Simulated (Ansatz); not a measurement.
# ZnO: from a guess to a relaxed structure, part 2 of 3

Aim: relax a trial structure of ZnO and see where it ends.

Ansatz 0.2.0; DFT PBE, scalar-relativistic, plane waves, PAW. The steps go on from the part before.

**3. Coarse relaxation**

The input, input.yaml:

```yaml
crystal:
  lattice:
    - [3.20600844, 0.0, 0.0]
    - [0.0, 3.20600844, 0.0]
    - [0.0, 0.0, 6.3944093]
  atoms:
    - { symbol: Zn, position: [0.11138201, 0.5, 0.25] }
    - { symbol: Zn, position: [0.5, 0.88861799, 0.5] }
    - { symbol: Zn, position: [0.5, 0.11138201, 0.0] }
    - { symbol: Zn, position: [0.88861799, 0.5, 0.75] }
    - { symbol: O, position: [0.0, 0.61138201, 0.5] }
    - { symbol: O, position: [0.38861799, 0.0, 0.25] }
    - { symbol: O, position: [0.61138201, 0.0, 0.75] }
    - { symbol: O, position: [0.0, 0.38861799, 0.0] }
basis:
  ecutwfc: 420
kpoints:
  mp_grid: { grid: [6, 6, 4] }
hamiltonian:
  xc: pbe
scf:
  occupations: { method: gaussian, width: 0.1 }
  lower_state_search: "off"
output:
  forces: true
  stress: true
  eigenvalues: true
relax:
  adjacent_minimum: "off"
  f_tol: 0.04
  max_steps: 70
  cell: { stress_tol: 0.4 }
```

Run with:

```sh
$ ansatz run input.yaml --threads 1 --pin off --max-ram 2560MiB --backend cpu --events-out ev --progress --plain --runs-dir out
```

The log of the run:

```text
Warning: RAYON_NUM_THREADS=1 ignored (pool sized by the plan → 1); use --threads N
Engine: ansatz 0.2.0, aarch64-unknown-linux-gnu
Pseudopotentials: kind: paw
Pseudopotential: Zn, paw, valence charge 12, recommended cutoff 420 eV (normal), Zn.paw.azcp
Pseudopotential: O, paw, valence charge 6, recommended cutoff 420 eV (normal), O.paw.azcp
Functional definition: PBE
  parameter kappa = 0.804
  parameter beta = 0.06672455060314922
  exchange = pbe_x(kappa = kappa, mu = beta*pi^2/3)
  correlation = pbe_c(beta = beta)
Crystal: 8 atoms, lattice volume = 65.725 Å³
Basis set: ecut = 420 eV, 1261 PW (Γ), exchange–correlation on 48×48×90 points (8 copies of the dense FFT grid, shifted against one another)
Bands: 44, of which v1, the nominal top of the filled ones, is band 36 counted from 1 (35 counted from 0)
Symmetry: 8 space group operations
Space group: P4322 (ITA 95), of the structure as read, at distance tolerance 4.0e-5 Å
k-points: 30 of 144 (time reversal used)
Non-local potential: Zn, projectors of the file, l = 0: 2, l = 1: 2, l = 2: 3, l = 3: 1
Non-local potential: O, projectors of the file, l = 0: 2, l = 1: 2, l = 2: 1
PAW form: soft (Blöchl's): semilocal exchange-correlation on the pseudo side does not see the compensation charge
PAW one-centre angular grid: Zn, 590 points (default); XC on 64 Gauss nodes
PAW one-centre angular grid: O, 110 points (default); XC on 64 Gauss nodes
Initial density: superposition of atomic densities (neutral atoms: chi_scale 0, normalization atom), corrected by the library's trained network
Initial wavefunctions: pseudopotential atomic-orbital guess
Functional: x = pbe(κ = 0.804, μ = 0.2195149727645171), c = pbe(β = 0.06672455060314922)
SCF iter   1: F=—  HF=-15535.090181 eV  |F-HF|=—  |Δ(HF+E_count)|=         —  Δρ=6.34e-3  dr2=1.19e-2  ethr=1.77e-3  ⟨swp⟩=6.3  Hψ=5870  notcnv=0  defer=13
preconditioner: auto → none  [insulator: Δε(μ)=1.847 eV  Ē_g=15.414 eV  σ=0.100 eV  W_gap=1.00  n_scr=16 (ndim 8)  ℏωp=38.9 eV  f_vac=0.000  D(μ)=0.00/eV (n_scr^D=0)  ε∞_Penn≈7.4]
SCF iter   2: F=—  HF=-15535.088520 eV  |F-HF|=—  |Δ(HF+E_count)|=   1.66e-3  Δρ=2.23e-3  dr2=1.07e-3  ethr=1.65e-5  ⟨swp⟩=2.2  Hψ=2566  notcnv=0  defer=17
SCF iter   3: F=—  HF=-15535.088720 eV  |F-HF|=—  |Δ(HF+E_count)|=   2.01e-4  Δρ=1.16e-3  dr2=3.89e-4  ethr=1.49e-6  ⟨swp⟩=2.0  Hψ=2192  notcnv=0  defer=17
SCF iter   4: F=—  HF=-15535.088637 eV  |F-HF|=—  |Δ(HF+E_count)|=   8.27e-5  Δρ=1.59e-4  dr2=5.87e-6  ethr=5.40e-7  ⟨swp⟩=2.0  Hψ=2182  notcnv=0  defer=17
SCF iter   5: F=—  HF=-15535.088658 eV  |F-HF|=—  |Δ(HF+E_count)|=   2.08e-5  Δρ=3.73e-5  dr2=2.90e-7  ethr=8.15e-9  ⟨swp⟩=2.0  Hψ=2251  notcnv=0  defer=17
SCF iter   6: F=-15535.088659 eV  HF=-15535.088659 eV  |F-HF|=8.18e-9  |Δ(HF+E_count)|=   3.82e-7  Δρ=5.00e-6  dr2=6.49e-9  ethr=1.39e-10  ⟨swp⟩=9.1  Hψ=6320  notcnv=0
SCF 1 converged in 6 iterations: F = -15535.088659 eV  dr2 = 6.49e-9
relax step   1: F+E_penalty+E_count = -15535.08865858 eV  Δ(F+E_penalty+E_count) = +0.000e0 eV  max|allowed force component| = 1.632e0 eV/Å  Δτ_max = 0.0000 Å  P = +138.874 GPa  Ω = 65.725 Å³  (6 SCF iters, dr2 threshold 1.00e-7 eV, accepted)
Crystal: 8 atoms, lattice volume = 74.102 Å³
Basis set: ecut = 420 eV, 1455 PW (Γ), exchange–correlation on 48×48×90 points (8 copies of the dense FFT grid, shifted against one another)
Initial density: handed on by an earlier stage of this run
Initial wavefunctions: those handed on with the density
iter 1 solved again at ethr=6.22e-4 eV; its pass at ethr=3.10e-3 eV (dr2=4.48e-1 eV) is discarded
SCF iter   1: F=—  HF=-15540.948640 eV  |F-HF|=—  |Δ(HF+E_count)|=         —  Δρ=2.80e-2  dr2=4.46e-1  ethr=6.22e-4  ⟨swp⟩=1.3  Hψ=7255  notcnv=0
preconditioner: auto → Resta (q_TF=auto, 2.715 Å⁻¹)  ε∞=7.6  [insulator: Δε(μ)=1.294 eV  Ē_g=14.285 eV  σ=0.100 eV  W_gap=1.00  n_scr=28 (ndim 8)  ℏωp=36.6 eV  f_vac=0.000  D(μ)=0.00/eV (n_scr^D=0)  ε∞_Penn≈7.6]
SCF iter   2: F=—  HF=-15540.819561 eV  |F-HF|=—  |Δ(HF+E_count)|=   1.29e-1  Δρ=5.21e-3  dr2=1.38e-2  ethr=6.19e-4  ⟨swp⟩=2.0  Hψ=2603  notcnv=0
SCF iter   3: F=—  HF=-15540.820218 eV  |F-HF|=—  |Δ(HF+E_count)|=   6.57e-4  Δρ=2.86e-3  dr2=3.94e-3  ethr=1.92e-5  ⟨swp⟩=1.1  Hψ=1680  notcnv=0
SCF iter   4: F=—  HF=-15540.821521 eV  |F-HF|=—  |Δ(HF+E_count)|=   1.30e-3  Δρ=5.41e-4  dr2=2.26e-4  ethr=5.48e-6  ⟨swp⟩=2.5  Hψ=2301  notcnv=0
SCF iter   5: F=—  HF=-15540.821734 eV  |F-HF|=—  |Δ(HF+E_count)|=   2.13e-4  Δρ=7.54e-4  dr2=2.05e-4  ethr=3.14e-7  ⟨swp⟩=3.0  Hψ=3255  notcnv=0
SCF iter   6: F=—  HF=-15540.821604 eV  |F-HF|=—  |Δ(HF+E_count)|=   1.30e-4  Δρ=8.83e-5  dr2=3.31e-6  ethr=2.84e-7  ⟨swp⟩=2.0  Hψ=2206  notcnv=0
SCF iter   7: F=-15540.821606 eV  HF=-15540.821607 eV  |F-HF|=3.83e-7  |Δ(HF+E_count)|=   2.95e-6  Δρ=3.15e-5  dr2=5.64e-7  ethr=1.11e-9  ⟨swp⟩=9.4  Hψ=7146  notcnv=0
SCF 2 converged in 7 iterations: F = -15540.821606 eV  dr2 = 5.64e-7
relax step   2: F+E_penalty+E_count = -15540.82160621 eV  Δ(F+E_penalty+E_count) = -5.733e0 eV  max|allowed force component| = 1.130e0 eV/Å  Δτ_max = 0.0147 Å  P = +72.770 GPa  Ω = 74.102 Å³  energy of the carried Pulay correction = -4.683e-2 eV  (7 SCF iters, dr2 threshold 8.00e-7 eV, accepted)
Crystal: 8 atoms, lattice volume = 81.274 Å³
Basis set: ecut = 420 eV, 1595 PW (Γ), exchange–correlation on 48×48×90 points (8 copies of the dense FFT grid, shifted against one another)
iter 1 solved again at ethr=3.12e-4 eV; its pass at ethr=3.10e-3 eV (dr2=2.24e-1 eV) is discarded
SCF iter   1: F=—  HF=-15543.658007 eV  |F-HF|=—  |Δ(HF+E_count)|=         —  Δρ=1.89e-2  dr2=2.22e-1  ethr=3.12e-4  ⟨swp⟩=1.4  Hψ=7104  notcnv=0
preconditioner: auto → Resta (q_TF=auto, 2.674 Å⁻¹)  ε∞=7.7  [insulator: Δε(μ)=1.038 eV  Ē_g=13.495 eV  σ=0.100 eV  W_gap=1.00  n_scr=28 (ndim 8)  ℏωp=35.0 eV  f_vac=0.001  D(μ)=0.00/eV (n_scr^D=0)  ε∞_Penn≈7.7]
SCF iter   2: F=—  HF=-15543.604680 eV  |F-HF|=—  |Δ(HF+E_count)|=   5.33e-2  Δρ=7.35e-3  dr2=3.86e-2  ethr=3.08e-4  ⟨swp⟩=3.0  Hψ=2631  notcnv=0
SCF iter   3: F=—  HF=-15543.597578 eV  |F-HF|=—  |Δ(HF+E_count)|=   7.10e-3  Δρ=1.74e-3  dr2=2.63e-3  ethr=5.36e-5  ⟨swp⟩=2.4  Hψ=2420  notcnv=0
SCF iter   4: F=—  HF=-15543.597444 eV  |F-HF|=—  |Δ(HF+E_count)|=   1.34e-4  Δρ=1.06e-3  dr2=7.62e-4  ethr=3.65e-6  ⟨swp⟩=2.0  Hψ=2211  notcnv=0
SCF iter   5: F=—  HF=-15543.597565 eV  |F-HF|=—  |Δ(HF+E_count)|=   1.20e-4  Δρ=2.52e-4  dr2=4.53e-5  ethr=1.06e-6  ⟨swp⟩=2.0  Hψ=2242  notcnv=0
SCF iter   6: F=—  HF=-15543.597593 eV  |F-HF|=—  |Δ(HF+E_count)|=   2.80e-5  Δρ=4.87e-5  dr2=1.08e-6  ethr=6.30e-8  ⟨swp⟩=2.0  Hψ=2398  notcnv=0
SCF iter   7: F=-15543.597594 eV  HF=-15543.597594 eV  |F-HF|=3.55e-8  |Δ(HF+E_count)|=   1.24e-6  Δρ=8.46e-6  dr2=6.72e-8  ethr=1.11e-9  ⟨swp⟩=6.6  Hψ=5995  notcnv=0
SCF 3 converged in 7 iterations: F = -15543.597594 eV  dr2 = 6.72e-8
relax step   3: F+E_penalty+E_count = -15543.59759391 eV  Δ(F+E_penalty+E_count) = -2.776e0 eV  max|allowed force component| = 7.536e-1 eV/Å  Δτ_max = 0.0225 Å  P = +34.749 GPa  Ω = 81.274 Å³  energy of the carried Pulay correction = -8.271e-2 eV  (7 SCF iters, dr2 threshold 8.00e-7 eV, accepted)
[... from here on, the SCF cycles and remarks between the steps are left out ...]
relax step   4: F+E_penalty+E_count = -15544.76257151 eV  Δ(F+E_penalty+E_count) = -1.165e0 eV  max|allowed force component| = 3.936e-1 eV/Å  Δτ_max = 0.0329 Å  P = +9.758 GPa  Ω = 87.465 Å³  energy of the carried Pulay correction = -1.110e-1 eV  (7 SCF iters, dr2 threshold 8.00e-7 eV, accepted)
relax step   5: F+E_penalty+E_count = -15545.02547837 eV  Δ(F+E_penalty+E_count) = -2.629e-1 eV  max|allowed force component| = 2.388e-1 eV/Å  Δτ_max = 0.0739 Å  P = +5.145 GPa  Ω = 85.899 Å³  energy of the carried Pulay correction = -1.041e-1 eV  (7 SCF iters, dr2 threshold 8.00e-7 eV, accepted)
relax step   6: F+E_penalty+E_count = -15545.21592467 eV  Δ(F+E_penalty+E_count) = -1.904e-1 eV  max|allowed force component| = 8.613e-2 eV/Å  Δτ_max = 0.1133 Å  P = +1.122 GPa  Ω = 83.335 Å³  energy of the carried Pulay correction = -9.239e-2 eV  (7 SCF iters, dr2 threshold 8.00e-7 eV, accepted)
relax step   7: F+E_penalty+E_count = -15545.30314895 eV  Δ(F+E_penalty+E_count) = -8.722e-2 eV  max|allowed force component| = 1.778e-1 eV/Å  Δτ_max = 0.1554 Å  P = +3.219 GPa  Ω = 78.090 Å³  energy of the carried Pulay correction = -6.721e-2 eV  (7 SCF iters, dr2 threshold 8.00e-7 eV, accepted)
relax step   8: F+E_penalty+E_count = -15545.34084400 eV  Δ(F+E_penalty+E_count) = -3.770e-2 eV  max|allowed force component| = 3.136e-3 eV/Å  Δτ_max = 0.0491 Å  P = -0.265 GPa  Ω = 80.317 Å³  energy of the carried Pulay correction = -7.812e-2 eV  (6 SCF iters, dr2 threshold 8.00e-7 eV, accepted)
relax step   9: F+E_penalty+E_count = -15545.85704779 eV  Δ(F+E_penalty+E_count) = -5.162e-1 eV  max|allowed force component| = 2.737e-3 eV/Å  Δτ_max = 0.0000 Å  P = +6.894 GPa  Ω = 80.317 Å³  stress off target by 1.67e1 GPa  SCF on the basis re-selected at this cell (its energy is not comparable with the rows above)  (7 SCF iters)
relax step  10: F+E_penalty+E_count = -15546.05860167 eV  Δ(F+E_penalty+E_count) = -2.016e-1 eV  max|allowed force component| = 1.288e-3 eV/Å  Δτ_max = 0.0017 Å  P = +1.555 GPa  Ω = 81.192 Å³  energy of the carried Pulay correction = -6.014e-3 eV  (7 SCF iters, dr2 threshold 8.00e-7 eV, accepted)
relax step  11: F+E_penalty+E_count = -15546.11897410 eV  Δ(F+E_penalty+E_count) = -6.037e-2 eV  max|allowed force component| = 5.040e-4 eV/Å  Δτ_max = 0.0003 Å  P = +1.331 GPa  Ω = 80.351 Å³  energy of the carried Pulay correction = -3.479e-3 eV  (6 SCF iters, dr2 threshold 8.00e-7 eV, accepted)
relax step  12: F+E_penalty+E_count = -15546.11776863 eV  Δ(F+E_penalty+E_count) = +1.205e-3 eV  max|allowed force component| = 2.263e-4 eV/Å  Δτ_max = 0.0003 Å  P = -0.245 GPa  Ω = 81.117 Å³  energy of the carried Pulay correction = -7.343e-3 eV  (6 SCF iters, dr2 threshold 8.00e-7 eV, accepted)
relax step  13: F+E_penalty+E_count = -15546.15568077 eV  Δ(F+E_penalty+E_count) = -3.791e-2 eV  max|allowed force component| = 2.288e-4 eV/Å  Δτ_max = 0.0000 Å  P = +0.256 GPa  Ω = 81.117 Å³  stress off target by 1.39e0 GPa  SCF on the basis re-selected at this cell (its energy is not comparable with the rows above)  (6 SCF iters)
relax step  14: F+E_penalty+E_count = -15546.16084046 eV  Δ(F+E_penalty+E_count) = -5.160e-3 eV  max|allowed force component| = 1.886e-4 eV/Å  Δτ_max = 0.0002 Å  P = +0.027 GPa  Ω = 81.167 Å³  energy of the carried Pulay correction = -4.313e-4 eV  (6 SCF iters, dr2 threshold 8.00e-7 eV, accepted)
iter 1 solved again at ethr=7.92e-8 eV; its pass at ethr=3.10e-3 eV (dr2=5.70e-5 eV) is discarded
SCF iter   1: F=—  HF=-15546.161491 eV  |F-HF|=—  |Δ(HF+E_count)|=         —  Δρ=1.80e-4  dr2=1.49e-6  ethr=7.92e-8  ⟨swp⟩=3.0  Hψ=8284  notcnv=0
preconditioner: auto → Resta (q_TF=auto, 2.674 Å⁻¹)  ε∞=8.2  [insulator: Δε(μ)=0.739 eV  Ē_g=13.056 eV  σ=0.100 eV  W_gap=1.00  n_scr=26 (ndim 8)  ℏωp=35.0 eV  f_vac=0.000  D(μ)=0.00/eV (n_scr^D=0)  ε∞_Penn≈8.2]
SCF iter   2: F=—  HF=-15546.161481 eV  |F-HF|=—  |Δ(HF+E_count)|=   1.01e-5  Δρ=9.22e-5  dr2=3.93e-7  ethr=2.07e-9  ⟨swp⟩=2.0  Hψ=2386  notcnv=0
SCF iter   3: F=—  HF=-15546.161511 eV  |F-HF|=—  |Δ(HF+E_count)|=   2.97e-5  Δρ=5.79e-6  dr2=8.71e-9  ethr=5.46e-10  ⟨swp⟩=2.0  Hψ=2389  notcnv=0
iter 4 did not close the SCF: its close was put off for the readings that it lacked (scf_convergence_deferred on its scf_iter line)
SCF iter   4: F=-15546.161511 eV  HF=-15546.161511 eV  |F-HF|=1.30e-9  |Δ(HF+E_count)|=   4.18e-9  Δρ=2.13e-6  dr2=1.07e-9  ethr=1.21e-11  ⟨swp⟩=2.0  Hψ=2266  notcnv=0
iter 5 did not close the SCF: its close was put off for the readings that it lacked (scf_convergence_deferred on its scf_iter line)
SCF iter   5: F=-15546.161511 eV  HF=-15546.161511 eV  |F-HF|=1.37e-9  |Δ(HF+E_count)|=  5.29e-10  Δρ=1.37e-6  dr2=4.72e-10  ethr=1.48e-12  ⟨swp⟩=2.0  Hψ=2267  notcnv=0
SCF iter   6: F=-15546.161511 eV  HF=-15546.161511 eV  |F-HF|=1.82e-12  |Δ(HF+E_count)|=   1.44e-9  Δρ=2.02e-7  dr2=1.29e-11  ethr=1.00e-12  ⟨swp⟩=2.3  Hψ=4316  notcnv=0
SCF 15 converged in 6 iterations: F = -15546.161511 eV  dr2 = 1.29e-11
relax step  15: F+E_penalty+E_count = -15546.16151051 eV  Δ(F+E_penalty+E_count) = -6.700e-4 eV  max|allowed force component| = 1.887e-4 eV/Å  Δτ_max = 0.0000 Å  P = +0.030 GPa  Ω = 81.167 Å³  stress off target by 2.38e-1 GPa  SCF on the basis re-selected at this cell (its energy is not comparable with the rows above)  (6 SCF iters)
basis re-selected at this cell: Δ(F+E_penalty+E_count) = -6.700e-4 eV, ΔP = +0.003 GPa vs the last step (what re-selecting the basis moved, of the pressure what is left beyond the Pulay correction that the steps carried, after the strain that the cell walked since its last selection, with what the two solves' SCF thresholds leave and, on support functions, any second-order correction that the steps lacked; it is no measure of the basis error at this ecutwfc). This SCF's stress stands 2.38e-1 GPa from its target on what of the cell is left free (relax.cell.stress_tol is 4.00e-1 GPa) and its largest allowed force component is 1.89e-4 eV/Å (relax.f_tol is 4.00e-2 eV/Å): within both
SCF converged after 6 iterations
Free energy (F): -15546.161511 eV
Harris-Foulkes:  -15546.161511 eV  (|F-HF|=1.82e-12)
Internal energy: -15546.161511 eV  (E = F + TS)
E sigma→0 (E₀):  -15546.161511 eV
Fermi energy:    9.834537 eV
--- Per-component energies (eV) ---
  E_band       = 287.927804
  E_kinetic    = 1222.470541
  E_local      = -6951.240980  (includes V_loc(G=0)·N_el)
  E_nonlocal   = 2678.212705
  E_hartree    = 2846.058798
  E_xc         = -838.802767
  E_vxc        = -578.653049  (∫ρ·V_xc dr)
  E_paw        = -7969.779324  (= ΣΔE_a)
  E_vpaw       = -1774.987468  (= ΣTr[D̂ρ^β])
  E_aug_tail   = 0.008218  (compensation charges beyond the density's cutoff)
  E_ewald      = -6533.088702
  E_smearing   = -0.000000  (= −TS)
  E_closure    = -0.000000  (closes the sum)
  Σ components = -15546.161511   (vs F -15546.161511, Δ=0.00e0)
--- Forces (eV/Å), atoms counted from 1 ---
  atom   1  Zn    -0.00003705    -0.00000000    -0.00000000
  atom   2  Zn    -0.00000000     0.00003705    -0.00000000
  atom   3  Zn     0.00000000    -0.00003705     0.00000000
  atom   4  Zn     0.00003705     0.00000000     0.00000000
  atom   5  O      0.00000000    -0.00018867     0.00000000
  atom   6  O      0.00018867    -0.00000000    -0.00000000
  atom   7  O     -0.00018867     0.00000000     0.00000000
  atom   8  O     -0.00000000     0.00018867    -0.00000000
  max |Σ_I F_I| component: 2.75e-21 eV/Å
--- Stress (GPa, compression-positive) ---
       -0.073246       0.000000      -0.000000
        0.000000      -0.073246       0.000000
       -0.000000       0.000000       0.237767
  P = ⅓ Tr σ = 0.0304 GPa (0.304 kbar)
--- Band table (eV; the first three rows and the last of 30) ---
  k-point 0: bands = ["-8.8173", "-8.1012", "-8.1012", "-7.4294", "3.5832", "3.5832", "4.1818", "4.2207", "4.4169", "4.4169", "4.6061", "4.6061", "4.6121", "4.6923", "4.6923", "4.6923", "4.6923", "4.8010", "4.8097", "4.8954", "4.8954", "4.9904", "5.1017", "5.1017", "5.3802", "6.7768", "6.7768", "6.8270", "6.8270", "7.7367", "7.7367", "7.7367", "7.7367", "8.1832", "8.2083", "8.2083", "10.1938", "13.5407", "14.1724", "14.1724", "19.9497", "20.6099", "20.7754", "20.7754"]
  k-point 1: bands = ["-8.7627", "-8.3738", "-7.8345", "-7.4770", "3.4620", "3.9183", "3.9362", "4.2357", "4.3419", "4.4918", "4.5973", "4.6060", "4.6060", "4.6349", "4.6349", "4.6847", "4.7906", "4.7906", "4.8082", "4.8593", "4.9318", "4.9832", "5.0461", "5.0461", "5.6684", "6.5091", "6.9239", "6.9239", "7.0154", "7.4585", "7.4585", "7.8267", "7.9580", "7.9580", "8.1846", "8.1846", "10.8015", "13.2027", "13.7310", "14.5216", "19.7436", "19.8321", "20.7054", "21.4815"]
  k-point 2: bands = ["-8.6069", "-8.6069", "-7.6166", "-7.6166", "3.5993", "3.5993", "4.2783", "4.2783", "4.3439", "4.3439", "4.5551", "4.5551", "4.6110", "4.6110", "4.6110", "4.6110", "4.8287", "4.8287", "4.9206", "4.9206", "4.9206", "4.9206", "4.9626", "4.9626", "6.1349", "6.1349", "7.1644", "7.1644", "7.1644", "7.1644", "7.3398", "7.3398", "8.1057", "8.1057", "8.1057", "8.1057", "11.9765", "11.9765", "14.1958", "14.1958", "19.6128", "19.6128", "20.9939", "20.9939"]
  k-point 29: bands = ["-7.3986", "-7.3986", "-7.3986", "-7.3986", "4.0641", "4.0641", "4.0641", "4.0641", "4.1424", "4.1424", "4.1424", "4.1424", "4.4049", "4.4049", "4.4049", "4.4049", "5.0959", "5.0959", "5.0959", "5.0959", "5.2811", "5.2811", "5.2811", "5.2811", "5.4781", "5.4781", "5.4781", "5.4781", "6.6793", "6.6793", "6.6793", "6.6793", "7.1772", "7.1772", "7.1772", "7.1772", "14.6399", "14.6399", "14.6399", "14.6399", "19.8090", "19.8090", "19.8090", "19.8090"]
--- Relaxed structure (12 steps of the walk, 12 accepted, 3 SCFs on fresh bases) ---
  F+E_penalty+E_count = -15546.16151051 eV   max|allowed force component| = 1.887e-4 eV/Å   (the final SCF, on the basis selected at the relaxed cell)
  cell:  # Å, volume = 81.1666 Å³
    - [3.0663329207832466, 1.836016056538703e-33, 0.0]
    - [1.2240107043591355e-33, 3.0663329207832466, -1.7212650530050343e-33]
    - [0.0, -3.4330768208147275e-33, 8.632537699911433]
  atoms:
    - { symbol: Zn, position: [-5.507700339941914e-6, 0.49999999999999994, 0.25] }
    - { symbol: Zn, position: [0.49999999999999994, 1.0000055077003398, 0.5] }
    - { symbol: Zn, position: [0.49999999999999994, -5.5077003399418975e-6, 2.7765921513375485e-34] }
    - { symbol: Zn, position: [1.0000055077003398, 0.49999999999999994, 0.75] }
    - { symbol: O, position: [-2.0185011481201408e-19, 0.5000174449584113, 0.5] }
    - { symbol: O, position: [0.4999825550415888, 1.056806883832533e-21, 0.25] }
    - { symbol: O, position: [0.5000174449584113, 1.0568068838325334e-21, 0.75] }
    - { symbol: O, position: [-2.018501148120142e-19, 0.4999825550415888, 4.706088392097554e-36] }
```

It took 2.3 min on 1 thread of Arm Neoverse V2, shared host; peak memory 0.36 GiB.

Step by step:

```
step  E - E(step 1) (eV/cell)  largest force component (eV/Å)  pressure (GPa)  volume (Å³)
   1                   0.0000                          1.6321          138.87        65.72
   2                  -5.7329                          1.1301           72.77        74.10
   3                  -8.5089                          0.7536           34.75        81.27
   4                  -9.6739                          0.3936            9.76        87.46
   5                  -9.9368                          0.2388            5.14        85.90
   6                 -10.1273                          0.0861            1.12        83.33
   7                 -10.2145                          0.1778            3.22        78.09
   8                 -10.2522                          0.0031           -0.27        80.32
   9                 -10.7684                          0.0027            6.89        80.32
  10                 -10.9699                          0.0013            1.56        81.19
  11                 -11.0303                          0.0005            1.33        80.35
  12                 -11.0291                          0.0002           -0.24        81.12
  13                 -11.0670                          0.0002            0.26        81.12
  14                 -11.0722                          0.0002            0.03        81.17
  15                 -11.0729                          0.0002            0.03        81.17
```

Step 1 is the start. Steps 9, 13, 15 each repeat the geometry before them on a plane-wave basis chosen anew, so the energy can jump there without any move.

|  | before | after | change |
| --- | --- | --- | --- |
| a (Å) | 3.206 | 3.066 | -4.4 % |
| b (Å) | 3.206 | 3.066 | -4.4 % |
| c (Å) | 6.394 | 8.633 | +35.0 % |
| volume (Å³/atom) | 8.22 | 10.15 | +23.5 % |
| shortest distance (Å) | 1.676 | 2.158 | +28.7 % |
| space group (0.01 Å) | P4_322 | I4/mmm | changed |

(Part 2 of 3 ends here.)
